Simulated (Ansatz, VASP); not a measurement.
TePb in VASP and in Ansatz

```
Te Pb
1.0
     0.00000    3.22700    3.22700
     3.22700    0.00000    3.22700
     3.22700    3.22700    0.00000
Te Pb
1 1
Direct
  0.50000 0.50000 0.50000
  0.00000 0.00000 0.00000
```

Alike in both runs: task single point; functional PBEsol; k mesh 8 × 8 × 8; occupations gaussian, width 0.05 eV; no spin polarisation.

|  | VASP | Ansatz |
| --- | --- | --- |
| version | VASP 6.6.1 | Ansatz 0.2.0 |
| potentials or method | VASP PAW PBE potentials, release 64 (Te, Pb_d) | scalar-relativistic, plane waves, PAW |
| plane-wave cutoff (eV) | 520 | 420 |
| valence electrons in the cell | 20 | 30 |

|  | VASP | Ansatz | Ansatz less VASP |
| --- | --- | --- | --- |
| gap on the k mesh at the Fermi level (eV) | 0.66 | 0.66 | -0.004 |
| least direct gap on the mesh (eV) | 0.66 | 0.66 | -0.004 |
| pressure (GPa) | -0.3 | -0.2 | +0.03 |

The two sets of potentials don't hold the same shells in valence.

Caveats: the PAW data sets were made with another functional, which shifts forces and pressure a little (VASP); spin-orbit coupling is left out, which as a rule narrows the gap of such compounds by several tenths of an eV. A k mesh can miss the band edges.
